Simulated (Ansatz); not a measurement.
**What a trial cell of Ag relaxes into**

Theory: Ansatz 0.2.0, DFT PBE, scalar-relativistic, plane waves, PAW. Cutoff 420 eV, Γ-centred k mesh, Gaussian smearing, no spin polarisation in the final step.

The start is a random cell of Ag with space group P6_3/mmc (No. 194), drawn with lower limits on the distances.

```
Ag
1.0
     3.16920    0.00000    0.00000
    -1.58460    2.74461    0.00000
     0.00000    0.00000    4.18436
Ag
2
Cartesian
  0.0000 1.8297 3.1383
  1.5846 0.9149 1.0461
```

Cell and atoms relax at zero pressure; the relaxation can't lower the symmetry of the start. After a coarse first stage the cell is made exact in the group found at 0.06 Å.

Task: Describe the relaxed structure.

Result: It keeps P6_3/mmc (No. 194). The result has the hcp structure. Conventional cell: a = 2.926 Å, c = 4.822 Å. Around Ag lie 12 Ag at 2.93–2.94 Å.

```cif
data_structure
_symmetry_space_group_name_H-M 'P6_3/mmc'
_symmetry_Int_Tables_number 194
_cell_length_a 2.9258
_cell_length_b 2.9258
_cell_length_c 4.8221
_cell_angle_alpha 90.000
_cell_angle_beta 90.000
_cell_angle_gamma 120.000
_cell_volume 35.75
loop_
_atom_site_label
_atom_site_type_symbol
_atom_site_symmetry_multiplicity
_atom_site_Wyckoff_symbol
_atom_site_fract_x
_atom_site_fract_y
_atom_site_fract_z
_atom_site_occupancy
Ag1 Ag 2 d 0.33333 0.66667 0.75000 1
```

Task: What are its volume, density and gap?

Result: The volume per atom is 17.87 Å³. The density is 10.02 g/cm³ and the gap on the 21×21×12 mesh is 0 eV (a metal).

The final run used a 21×21×12 mesh on its 2-atom cell and 0.10 eV smearing. Symmetry constrained the relaxation, so the result can be a saddle point. The steps took roughly 60 core-seconds in all.